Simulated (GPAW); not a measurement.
Consider BP (F-43m).

```xyz
2
Lattice="0.0000 2.2690 2.2690 2.2690 0.0000 2.2690 2.2690 2.2690 0.0000" Properties=species:S:1:pos:R:3 pbc="T T T"
P     3.4035    3.4035    3.4035
B     0.0000    0.0000    0.0000
```

Absorber: atom 1, with 4 B at 1.97 Å (tetrahedral, site symmetry -43m). Method: GPAW, LDA, full core hole (charged cell), 12-atom cell with 5.6 Å between holes, 5×5×5 k points, dipole transitions, Gaussian full width 0.9 eV up to 4 eV, rising linearly to 3.5 eV at 25 eV.

Predict the near-edge structure at the P K edge.

Main maxima up to 24 eV above the zero (height): 3.6 eV (1.99) and 15.5 eV (1.82). A K edge sees empty p states on the absorber. The total-energy difference plus the lowest empty eigenvalue puts the zero at 2148.07 eV. One term is added: -15.84 eV, since the hole is spin-paired here and a spin-polarised one costs that much less in the free atom (computed apart). The photon energy is then 2132.23 eV. The functional and the charged cell's background leave an error in such absolute values: in the free atom LDA prices this hole 8.5 eV below PBE (computed apart), and PBE is itself good to a few eV.

The P K spectrum (energy from the lowest empty level; intensity scaled to a mean of 1 over the first 20 eV):

```csv
E (eV),intensity
-2.00,0.00
-1.25,0.00
-0.50,0.01
0.25,0.17
1.00,0.61
1.75,1.20
2.50,1.58
3.25,1.89
4.00,1.80
4.75,1.25
5.50,1.05
6.25,1.03
7.00,1.03
7.75,0.95
8.50,0.85
9.25,0.72
10.00,0.61
10.75,0.57
11.50,0.59
12.25,0.68
13.00,0.78
13.75,0.99
14.50,1.39
15.25,1.77
16.00,1.71
16.75,1.22
17.50,0.75
18.25,0.53
19.00,0.48
19.75,0.47
20.50,0.47
21.25,0.46
22.00,0.46
22.75,0.46
23.50,0.47
24.25,0.47
25.00,0.48
25.75,0.49
26.50,0.50
```

The holes are only 5.6 Å apart, so the shape is probably not converged with cell size; no larger cell was run here. The mesh is coarse (0.27 Å⁻¹ between points), so small maxima may be mesh ripples. The structure is a published determination, not relaxed.

[Banner, clock and machine lines of the logs are left out without a mark of their own.]

[Logs are printed without paths, hosts, clocks, repeated set-up lines and the standing remarks that a program may print on its own settings, such as how far it seeks lower states.]

[Hosts, paths, dates, database ids (printed as entryN), source tags and the programs' standing remarks are cut or masked in the printed files.]

[Lists of maxima count a maximum above −3 eV only where it reaches 4 % of the highest in the window and stands out from its surroundings by 2 % of it (1.5 % where it reaches 55 %); shoulders and weaker maxima are passed over, and of the rest the first, up to two pre-edge ones and the few strongest are named.]
